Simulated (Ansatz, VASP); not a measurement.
**Mg in VASP and in Ansatz**

```xyz
1
Lattice="0.0000 2.1259 2.1259 2.1259 0.0000 2.1259 2.1259 2.1259 0.0000" Properties=species:S:1:pos:R:3 pbc="T T T"
Mg    0.0000    0.0000    0.0000
```

This isn't the form of Mg at room conditions, which is hcp.

Alike in both runs: task single point; functional PBE; k mesh 14 × 14 × 14; occupations gaussian, width 0.05 eV; no spin polarisation.

```csv
,VASP,Ansatz
version,VASP 6.6.1,Ansatz 0.2.0
potentials or method,"VASP PAW PBE potentials, release 64 (Mg)","scalar-relativistic, plane waves, PAW"
plane-wave cutoff (eV),520,420
valence electrons in the cell,2,10
```

|  | VASP | Ansatz | Ansatz less VASP |
| --- | --- | --- | --- |
| gap on the k mesh at the Fermi level (eV) | none | none | - |
| pressure (GPa) | 9.5 | 9.6 | +0.08 |

A gap of «none» marks a metal or a gap that the smearing closes. The two sets of potentials don't hold the same shells in valence.
